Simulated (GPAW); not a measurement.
Au:

```xyz
1
Lattice="0.0000 2.0350 2.0350 2.0350 0.0000 2.0350 2.0350 2.0350 0.0000" Properties=species:S:1:pos:R:3 pbc="T T T"
Au    0.0000    0.0000    0.0000
```

Base run:

* Program: GPAW 26.7.0
* Functional: PBE
* Potentials or basis: GPAW PAW data sets (gpaw-data 1.2.1)
* Cutoff: 600 eV
* Basis: pw
* k mesh: 11 × 11 × 11
* Occupations: gaussian, width 0.011 eV
* Spin: no spin polarisation

Its results: pressure 13.4 GPa.

**Question.** The run is repeated on the same cell with these changes: functional from PBE to r2SCAN; occupations from gaussian, width 0.011 eV to fermi-dirac, width 0.05 eV. What comes out?

**Answer.** Pressure 10.1 GPa.

Caveats: with this Au data set, volumes or pressures lay over 1.5 % or 2 GPa off other programs in two to four cells of ten; the PAW data sets were made with another functional, which shifts forces and pressure a little (some runs).
